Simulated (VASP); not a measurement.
# Os (P6_3/mmc) in VASP: a series of runs, part 2 of 2

VASP 6.6.1. The steps go on from the part before.

## 3. Relaxation of cell and atoms, PBEsol+D4

Input file INCAR:

```
ALGO = Normal
EDIFF = 1E-6
EDIFFG = -0.01
ENCUT = 600
GGA = PS
IBRION = 2
ISIF = 3
ISMEAR = -1
IVDW = 13
LASPH = True
LCHARG = False
LREAL = False
LWAVE = False
NELM = 60
NSW = 40
PREC = Accurate
SIGMA = 0.05
```

Input file KPOINTS:

```
k-points
0
Gamma
  11 11 6
```

Input file POSCAR:

```
Os
1.0
    2.7341000000      0.0000000000      0.0000000000
   -1.3670500000      2.3678000565      0.0000000000
    0.0000000000      0.0000000000      4.3197000000
Os
2
Direct
    0.6666666667      0.3333333333      0.7500000000
    0.3333333333      0.6666666667      0.2500000000
```

Potentials or basis: VASP PAW PBE potentials, release 64 (Os).

The run is started by

```sh
> cat potpaw_PBE.64/Os/POTCAR > POTCAR
> mpirun -np 1 vasp_std > vasp.out
```

OUTCAR:

```text
EDIFF = 1E-6
   EDIFFG = -0.01
   ENCUT = 600
   GGA = PS
   IBRION = 2
   ISIF = 3
   ISMEAR = -1
   IVDW = 13
   LASPH = True
   LREAL = False
   NELM = 60
   NSW = 40
   PREC = Accurate

 ion  position               nearest neighbor table
   1  0.667  0.333  0.750-   2 2.68   2 2.68   2 2.68   2 2.68   2 2.68   2 2.68
   2  0.333  0.667  0.250-   1 2.68   1 2.68   1 2.68   1 2.68   1 2.68   1 2.68

  LATTYP: Found a hexagonal cell.
 ALAT       =     2.7341000000
 C/A-ratio  =     1.5799348963

  Lattice vectors:

 A1 = (   2.7341000000,   0.0000000000,   0.0000000000)
 A2 = (  -1.3670500000,   2.3678000565,   0.0000000000)
 A3 = (   0.0000000000,   0.0000000000,   4.3197000000)

Analysis of symmetry for initial positions (statically):
=====================================================================
 Subroutine PRICEL returns:
 Original cell was already a primitive cell.

 Routine SETGRP: Setting up the symmetry group for a
 hexagonal supercell.

 Subroutine GETGRP returns: Found 24 space group operations
 (whereof 12 operations were pure point group operations)
 out of a pool of 24 trial point group operations.

The static configuration has the point symmetry D_3d.
 The point group associated with its full space group is D_6h.

Analysis of symmetry for dynamics (positions and initial velocities):
=====================================================================
 Subroutine PRICEL returns:
 Original cell was already a primitive cell.

 Routine SETGRP: Setting up the symmetry group for a
 hexagonal supercell.

 Subroutine GETGRP returns: Found 24 space group operations
 (whereof 12 operations were pure point group operations)
 out of a pool of 24 trial point group operations.

The dynamic configuration has the point symmetry D_3d.
 The point group associated with its full space group is D_6h.

 Subroutine INISYM returns: Found 24 space group operations
 (whereof 12 operations are pure point group operations),
 and found     1 'primitive' translations

----------------------------------------------------------------------------------------

                                     Primitive cell

[... 139 lines left out ...]
  Thomas-Fermi vector in A             =   2.485855
   LORBIT       =      0    0 simple, 1 ext, 2 COOP (PROOUT), +10 PAW based schemes
   GGA     = PS    functional components
   LHFCALC =     F    Hartree Fock is set to
   AEXX    =    0.0000 exact exchange contribution
   IVDW    =    13    specifies the selected vdW correction
   LEPSILON=     F    determine dielectric tensor
   LRPA    =     F    only Hartree local field effects (RPA)
 conjugate gradient relaxation of ions
 non-spin polarized calculation
  energy-cutoff  :      600.00
  volume of cell :       27.96
 maximum number of plane-waves:       965
 NGX is ok and might be reduce to    24
   NGX = 11   NGY = 11   NGZ = 17

--------------------------------------- Ionic step        1  -------------------------------------------

 number of electron      16.0000001 magnetization

 Free energy of the ion-electron system (eV)
  ---------------------------------------------------
  ext. energy  EPLUGINS =         0.00000000
  ---------------------------------------------------
  free energy    TOTEN  =       -24.47575179 eV

  energy without entropy =      -24.46260773  energy(sigma->0) =      -24.46917976

------------------------ aborting loop because EDIFF is reached ----------------------------------------

  DFT-D4 for vdW energy calculation

  Edisp (eV):   -0.81455
[... 31 lines left out ...]
--------------------------------------- Ionic step        2  -------------------------------------------

 number of electron      16.0000000 magnetization

 E-fermi :  10.5454     XC(G=0): -14.6207

 val. band max:       10.5306859836   @ k =   0.0909   0.0000   0.3333
 cond. band min:      10.6102499688   @ k =   0.3636   0.0909   0.3333
 fundamental gap:      0.0795639853
 Fermi energy:        10.5453938675

 k-point     1 :       0.0000    0.0000    0.0000
  band No.  band energies     occupation
      1      -1.1574      2.00000
      2       1.9511      2.00000
      3       7.1264      2.00000
      4       7.1264      2.00000
      5       7.4260      2.00000
      6       8.0967      2.00000
      7       8.0967      2.00000
      8       8.8331      2.00000
      9       8.8331      2.00000
     10      10.6267      0.32861
     11      12.5070      0.00000
     12      12.5070      0.00000
[... 784 lines left out ...]
--------------------------------------- Ionic step        7  -------------------------------------------

 number of electron      16.0000001 magnetization

 Free energy of the ion-electron system (eV)
  ---------------------------------------------------
  ext. energy  EPLUGINS =         0.00000000
  ---------------------------------------------------
  free energy    TOTEN  =       -24.47323651 eV

  energy without entropy =      -24.46038968  energy(sigma->0) =      -24.46681310

 E-fermi :   9.4853     XC(G=0): -14.2369

 val. band max:        9.4654050266   @ k =   0.0909   0.0000   0.3333
 cond. band min:       9.5210171181   @ k =   0.0000   0.0000   0.0000
 fundamental gap:      0.0556120914
 Fermi energy:         9.4853362638

 k-point     1 :       0.0000    0.0000    0.0000
  band No.  band energies     occupation
      1      -1.5987      2.00000
      2       1.5650      2.00000
      3       6.3998      2.00000
      4       6.3998      2.00000
      5       6.6514      2.00000
      6       7.2657      2.00000
      7       7.2657      2.00000
      8       7.9381      2.00000
      9       7.9381      2.00000
     10       9.5210      0.65760
     11      11.2647      0.00000
     12      11.2647      0.00000
[... 618 lines left out ...]
  FREE ENERGIE OF THE ION-ELECTRON SYSTEM (eV)
  ---------------------------------------------------
  free  energy   TOTEN  =       -25.2983536544 eV

  energy  without entropy=      -25.2855068282  energy(sigma->0) =      -25.29193024

 reached required accuracy - stopping structural energy minimisation
```

Run time: 51 s. Hardware: 1 thread of AMD EPYC 9R45 (Zen 5), shared host; peak memory 0.14 GiB.

Results:

```
Free energy                            : -25.2984 eV
Relaxed volume                         : 13.78 Å³/atom
Relaxed cell                           : a = 2.721 Å, b = 2.721 Å, c = 4.301 Å, α = 90.00°, β = 90.00°, γ = 120.00°
Space group after relaxing (to 0.05 Å) : P6_3/mmc (No. 194)
Energy gained by relaxing              : 4.0 meV/atom
Ionic steps                            : 7
Pressure after relaxing                : -0.1 GPa
Band gap on the k mesh                 : none (metal or under the smearing width)
Dispersion energy per atom             : -0.413 eV
```

The path:
```tsv
step	energy change (eV)	largest force (eV/Å)	pressure (GPa)	volume (Å³)
1	0.0000	0.0000	-6.32	27.96
2	0.1772	0.0000	35.67	25.79
3	-0.0080	0.0000	-0.21	27.58
4	-0.0080	0.0000	-0.02	27.57
5	-0.0080	0.0000	0.10	27.56
6	-0.0080	0.0000	-0.41	27.59
7	-0.0080	0.0000	-0.06	27.57
```

Final structure:
```
CELL_PARAMETERS angstrom
2.72075 0.00000 0.00000
-1.36038 2.35624 0.00000
0.00000 0.00000 4.30056
ATOMIC_POSITIONS crystal
Os 0.66667 0.33333 0.75000
Os 0.33333 0.66667 0.25000
```

Levels at points of the mesh, in eV from the Fermi level:
| k point | band 6 | band 7 | band 8 | band 9 | band 10 | band 11 |
| --- | --- | --- | --- | --- | --- | --- |
| (0.00, 0.00, 0.00) | -2.22 | -2.22 | -1.55 | -1.55 | 0.04 | 1.78 |
| (0.00, 0.00, 0.50) | -3.28 | -3.28 | -3.28 | 0.97 | 0.97 | 0.97 |

Caveat: the PAW data sets were made with another functional, which shifts forces and pressure a little; pairwise dispersion overbinds metals, which lowers pressure and volume.

## 4. Relaxation of cell and atoms, PBEsol+rVV10

Input file INCAR:

```
ALGO     = Normal         # electronic algorithm
BPARAM   = 20.0         
CPARAM   = 0.0093       
EDIFF    = 1E-7           # SCF threshold, eV
EDIFFG   = -0.01          # ionic threshold
ENCUT    = 600            # plane-wave cutoff, eV
GGA      = PS             # functional
IBRION   = 2              # ionic algorithm
ISIF     = 3              # what is computed and relaxed
ISMEAR   = -1             # smearing method
IVDW_NL  = 2            
LASPH    = T              # aspherical terms in the spheres
LCHARG   = F              # write CHGCAR
LREAL    = F              # projectors in reciprocal space
LUSE_VDW = T            
LWAVE    = F              # write WAVECAR
NELM     = 100            # most SCF steps
NSW      = 60             # ionic steps
PREC     = Accurate       # precision mode
SIGMA    = 0.05           # smearing width, eV
```

KPOINTS is that of step 3.

POSCAR is that of step 3.

Potentials or basis: VASP PAW PBE potentials, release 64 (Os).

The run is started by

```sh
> cat potpaw_PBE.64/Os/POTCAR > POTCAR
> mpirun -np 1 vasp_std > vasp.out
```

OUTCAR:

```text
BPARAM = 20.0
   EDIFF = 1E-7
   EDIFFG = -0.01
   ENCUT = 600
   GGA = PS
   IBRION = 2
   ISIF = 3
   ISMEAR = -1
   IVDW_NL = 2
   LASPH = T
   LREAL = F
   NELM = 100
   NSW = 60
   PREC = Accurate

 ion  position               nearest neighbor table
   1  0.667  0.333  0.750-   2 2.68   2 2.68   2 2.68   2 2.68   2 2.68   2 2.68
   2  0.333  0.667  0.250-   1 2.68   1 2.68   1 2.68   1 2.68   1 2.68   1 2.68

  LATTYP: Found a hexagonal cell.
 ALAT       =     2.7341000000
 C/A-ratio  =     1.5799348963

  Lattice vectors:

 A1 = (   2.7341000000,   0.0000000000,   0.0000000000)
 A2 = (  -1.3670500000,   2.3678000565,   0.0000000000)
 A3 = (   0.0000000000,   0.0000000000,   4.3197000000)

Analysis of symmetry for initial positions (statically):
=====================================================================
 Subroutine PRICEL returns:
 Original cell was already a primitive cell.

 Routine SETGRP: Setting up the symmetry group for a
 hexagonal supercell.

 Subroutine GETGRP returns: Found 24 space group operations
 (whereof 12 operations were pure point group operations)
 out of a pool of 24 trial point group operations.

The static configuration has the point symmetry D_3d.
 The point group associated with its full space group is D_6h.

Analysis of symmetry for dynamics (positions and initial velocities):
=====================================================================
 Subroutine PRICEL returns:
[... 264 lines left out ...]
  ext. energy  EPLUGINS =         0.00000000
  ---------------------------------------------------
  free energy    TOTEN  =       -24.37866020 eV

  energy without entropy =      -24.36566524  energy(sigma->0) =      -24.37216272

 E-fermi :   9.3652     XC(G=0): -14.1983

 val. band max:        9.3447635481   @ k =   0.0909   0.0000   0.3333
 cond. band min:       9.3954658555   @ k =   0.0000   0.0000   0.0000
 fundamental gap:      0.0507023074
 Fermi energy:         9.3651941667

 k-point     1 :       0.0000    0.0000    0.0000
  band No.  band energies     occupation
      1      -1.6551      2.00000
      2       1.5170      2.00000
      3       6.3147      2.00000
      4       6.3147      2.00000
      5       6.5691      2.00000
      6       7.1714      2.00000
      7       7.1714      2.00000
      8       7.8314      2.00000
      9       7.8314      2.00000
     10       9.3955      0.70620
     11      11.1248      0.00000
     12      11.1248      0.00000
[... 571 lines left out ...]
 k-point    40 :       0.1818    0.0909    0.3333
  band No.  band energies     occupation
      1       1.3331      2.00000
      2       3.2295      2.00000
      3       4.0113      2.00000
      4       4.9820      2.00000
      5       5.6104      2.00000
      6       6.6393      2.00000
      7       7.0428      2.00000
      8       8.0175      2.00000
      9       9.5094      0.10587
     10       9.8616      0.00010
     11      11.0870      0.00000
     12      12.9828      0.00000

 [... further k-points ...]

------------------------ aborting loop because EDIFF is reached ----------------------------------------

  FORCE on cell =-STRESS in cart. coord.  units (eV):
  Direction    XX          YY          ZZ          XY          YZ          ZX
  --------------------------------------------------------------------------------------
  -------------------------------------------------------------------------------------
  Total       -0.0159214     -0.0159214      0.0146276     -0.0000000     -0.0000000      0.0000000
  in kB       -0.9180427     -0.9180427      0.8434384     -0.0000000     -0.0000000      0.0000000
  external PRESSURE =      -0.3308823 kB  Pullay stress =       0.0000000 kB
[... 17 lines left out ...]
  FREE ENERGIE OF THE ION-ELECTRON SYSTEM (eV)
  ---------------------------------------------------
  free  energy   TOTEN  =       -24.3786602007 eV

  energy  without entropy=      -24.3656652390  energy(sigma->0) =      -24.37216272

 reached required accuracy - stopping structural energy minimisation
```

OSZICAR:

```text
N       E                     dE             d eps       ncg     rms          rms(c)
DAV:   1     0.116748092063E+03    0.11675E+03   -0.83461E+03  1536   0.144E+03
DAV:   2    -0.173138703223E+02   -0.13406E+03   -0.12137E+03  1576   0.418E+02
DAV:   3    -0.257036561203E+02   -0.83898E+01   -0.76530E+01  1916   0.843E+01
[... 25 lines left out ...]
DAV:   3    -0.243784534980E+02    0.79792E-02   -0.27839E-02  1908   0.172E+00    0.140E-01
DAV:   4    -0.243786078235E+02   -0.15433E-03   -0.60660E-04  1560   0.194E-01    0.479E-02
DAV:   5    -0.243786537528E+02   -0.45929E-04   -0.61518E-05  1780   0.727E-02    0.114E-02
DAV:   6    -0.243786599868E+02   -0.62340E-05   -0.11124E-05  1680   0.354E-02    0.718E-03
DAV:   7    -0.243786602626E+02   -0.27577E-06   -0.60566E-07  1600   0.707E-03    0.117E-03
DAV:   8    -0.243786602007E+02    0.61843E-07   -0.32481E-08   780   0.166E-03
   3 F= -.24378660E+02 E0= -.24372163E+02  d E =-.162730E-02
```

Run time: 63 s. Hardware: 1 thread of AMD EPYC 9R45 (Zen 5), shared host; peak memory 0.23 GiB.

Results:

```
Free energy                            : -24.3787 eV
Relaxed volume                         : 13.89 Å³/atom
Relaxed cell                           : a = 2.728 Å, b = 2.728 Å, c = 4.310 Å, α = 90.00°, β = 90.00°, γ = 120.00°
Space group after relaxing (to 0.05 Å) : P6_3/mmc (No. 194)
Energy gained by relaxing              : 0.8 meV/atom
Ionic steps                            : 3
Pressure after relaxing                : 0.0 GPa
Band gap on the k mesh                 : none (metal or under the smearing width)
```

The path:
```csv
step,energy change (eV),largest force (eV/Å),pressure (GPa),volume (Å³)
1,0.0000,0.0000,-2.85,27.96
2,0.0334,0.0000,14.24,26.97
3,-0.0016,0.0000,-0.03,27.79
```

Final structure:
```
Os
1.0
     2.72828    0.00000    0.00000
    -1.36414    2.36276    0.00000
     0.00000    0.00000    4.31043
Os
2
Cartesian
  1.3641 0.7876 3.2328
  0.0000 1.5752 1.0776
```

Levels at points of the mesh, in eV from the Fermi level:
| k point | band 5 | band 6 | band 7 | band 8 | band 9 | band 10 | band 11 | band 12 |
| --- | --- | --- | --- | --- | --- | --- | --- | --- |
| (0.00, 0.00, 0.00) | -2.80 | -2.19 | -2.19 | -1.53 | -1.53 | 0.03 | 1.76 | 1.76 |
| (0.00, 0.00, 0.50) | -3.25 | -3.25 | -3.25 | -3.25 | 0.96 | 0.96 | 0.96 | 0.96 |

Caveat: the PAW data sets were made with another functional, which shifts forces and pressure a little; pairwise dispersion overbinds metals, which lowers pressure and volume. Spin-orbit coupling is left out, which matters for the levels of Os.

## 5. Relaxation of cell and atoms, BLYP

Input file INCAR:

```
PREC = Accurate ; ENCUT = 600
EDIFF = 1E-7 ; ISMEAR = -1
SIGMA = 0.05 ; LREAL = False
LASPH = True ; NELM = 100
ALGO = Normal ; ISIF = 3
LWAVE = False ; LCHARG = False
GGA = B5 ; ALDAX = 1.0
AGGAX = 1.0 ; AGGAC = 1.0
ALDAC = 0.0 ; IBRION = 2
NSW = 60 ; EDIFFG = -0.01
```

Input file KPOINTS:

```
Automatic mesh
0
Gamma
  11 11 6
```

POSCAR is that of step 4.

The run is started by

```sh
> cat potpaw_PBE.64/Os/POTCAR > POTCAR
> mpirun -np 1 vasp_std > vasp.out
```

It took 2.4 min on 1 thread of Intel Xeon Platinum 8559C (Emerald Rapids), shared host; peak memory 0.18 GiB.

Results (log left out):

```
Free energy                            : -19.3067 eV
Relaxed volume                         : 15.02 Å³/atom
Relaxed cell                           : a = 2.803 Å, b = 2.803 Å, c = 4.416 Å, α = 90.00°, β = 90.00°, γ = 120.00°
Space group after relaxing (to 0.05 Å) : P6_3/mmc (No. 194)
Energy gained by relaxing              : 89.6 meV/atom
Ionic steps                            : 9
Pressure after relaxing                : 0.0 GPa
Band gap on the k mesh                 : none (metal or under the smearing width)
```

Step by step:
```csv
step,energy change (eV),largest force (eV/Å),pressure (GPa),volume (Å³)
1,0.0000,0.0000,29.71,27.96
2,1.7648,0.0000,-47.27,39.83
3,-0.1756,0.0000,-3.37,30.34
4,-0.1788,0.0000,-0.38,30.07
5,-0.1788,0.0000,0.12,30.03
6,-0.1790,0.0000,0.12,30.04
7,-0.1791,0.0000,0.11,30.03
8,-0.1791,0.0000,-0.29,30.07
9,-0.1791,0.0000,0.01,30.04
```

Final structure:
```
Os
1.0
     2.80280    0.00000    0.00000
    -1.40140    2.42730    0.00000
     0.00000    0.00000    4.41570
Os
2
Direct
  0.66667 0.33333 0.75000
  0.33333 0.66667 0.25000
```

Levels at points of the mesh, in eV from the Fermi level:
```csv
k point,band 4,band 5,band 6,band 7,band 8,band 9,band 10,band 11,band 12
"(0.00, 0.00, 0.00)",-2.71,-2.47,-1.96,-1.96,-1.42,-1.42,0.43,1.55,1.55
"(0.00, 0.00, 0.50)",-3.14,-2.90,-2.90,-2.90,-2.90,0.81,0.81,0.81,0.81
```

Caveat: the PAW data sets were made with another functional, which shifts forces and pressure a little. BLYP gives volumes clearly too large for solids.

## 6. Overview

```csv
task,level,cell,cutoff (eV),smearing,gap on the mesh (eV),pressure (GPa),relaxed volume (Å³/atom)
single point,PBE,as given,520,gaussian 0.026 eV,none,8.8,-
relaxation of cell and atoms,PBEsol+D4,relaxed,600,fermi-dirac 0.05 eV,none,-0.1,13.78
relaxation of cell and atoms,PBEsol+rVV10,relaxed,600,fermi-dirac 0.05 eV,none,0.0,13.89
relaxation of cell and atoms,BLYP,relaxed,600,fermi-dirac 0.05 eV,none,0.0,15.02
```

Alike in all rows: potentials or basis VASP PAW PBE potentials, release 64 (Os); no spin polarisation; k mesh 11 × 11 × 6.

Caveats: the PAW data sets were made with another functional, which shifts forces and pressure a little (some runs); pairwise dispersion overbinds metals, which lowers pressure and volume (some runs).

Absolute energies hang on the potentials; compare differences alone.
